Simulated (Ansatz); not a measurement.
Mechanical response of BeS (F-43m)

```xyz
2
Lattice="0.0000 2.4190 2.4190 2.4190 0.0000 2.4190 2.4190 2.4190 0.0000" Properties=species:S:1:pos:R:3 pbc="T T T"
Be    0.0000    0.0000    0.0000
S     3.6284    3.6284    3.6284
```

Unless marked otherwise, the numbers come from PBEsol, all-electron LAPW in Ansatz 0.2.0, scalar-relativistic. k mesh 8×8×8, fixed occupations, basis error target 0.5 meV/atom. The cell was relaxed by PAW under this functional.

The cell is cubic and carries a residual pressure of -0.04 GPa at this level. Each strain component that symmetry leaves independent is applied at ±0.005, the ions relax wherever a strain frees them, and the stress (tension positive, GPa) is read. Shears are engineering strains, γ = 2ε.

| strain | size | σxx | σyy | σzz | σyz | σxz | σxy |
| --- | --- | --- | --- | --- | --- | --- | --- |
| xx | -0.005 | -0.7684 | -0.2938 | -0.2938 | 0.0000 | 0.0000 | 0.0000 |
| xx | +0.005 | 0.8361 | 0.3580 | 0.3580 | 0.0000 | 0.0000 | 0.0000 |
| yz | -0.005 | 0.0385 | 0.0361 | 0.0361 | -0.4154 | 0.0000 | 0.0000 |
| yz | +0.005 | 0.0385 | 0.0361 | 0.0361 | 0.4154 | 0.0000 | 0.0000 |

A central difference gives one constant, for example C11 ≈ (0.8361 − (-0.7684))/(0.01) = 160.5 GPa; the program then imposes the crystal's symmetry on the whole matrix.

**Question.** What are the independent elastic constants?

**Answer.** C11 = 160.5, C12 = 65.2, C44 = 83.1 GPa.

**Question.** Do they meet the Born conditions?

**Answer.** C11 − C12 = 95.3, C11 + 2C12 = 290.8 and C44 = 83.1 GPa must all be positive, so the crystal is elastically stable; that says nothing yet of its phonons.

**Question.** What moduli does a random aggregate of grains have?

**Answer.** B = (C11 + 2C12)/3 = 96.9 GPa. G_V = (C11 − C12 + 3C44)/5 = 68.9 and G_R = 5(C11 − C12)C44/(4C44 + 3(C11 − C12)) = 64.0, so G_H = 66.5 GPa. Then E = 9BG/(3B + G) = 162.3 GPa, ν = (3B − 2G)/(6B + 2G) = 0.221 and B/G = 1.46, on the brittle side of Pugh's 1.75 (a rule of thumb, made for metals; it doesn't predict ductility here).

**Question.** With the density of 2.409 g/cm³, how fast does sound travel, and what Debye temperature follows?

**Answer.** 

```
direction  slow (m/s)  middle (m/s)  fast (m/s)
    [100]        5872          5872        8161
    [110]        4447          5872        9017
    [111]        4967          4967        9285
```

The mean of v⁻³ over directions and branches gives v_m = 5775 m/s and θ_D = (ħ/k_B) v_m (6π²n)^(1/3) = 711 K, n being atoms per volume. Young's modulus spans 123 to 194 GPa over directions, and the universal anisotropy index is 0.38.

**Question.** How far do the constants move if PAW replaces LAPW in the same cell?

**Answer.** 

| constant | LAPW (GPa) | PAW (GPa) | difference |
| --- | --- | --- | --- |
| C11 | 160.5 | 160.6 | 0.1 |
| C12 | 65.2 | 65.6 | 0.4 |
| C44 | 83.1 | 83.0 | -0.1 |

**Question.** What happens at 5 GPa (cell relaxed there)?

**Answer.** The volume falls to 0.9541 of its value, and C11 = 180.5, C12 = 82.7, C44 = 89.2 GPa (slopes of the stress), in this structure whether or not another phase takes over.

Caveats: constants at zero field, no piezoelectric stiffening; the frozen-core PAW files of the compared runs were fitted under PBE, their cores solved anew for this functional.
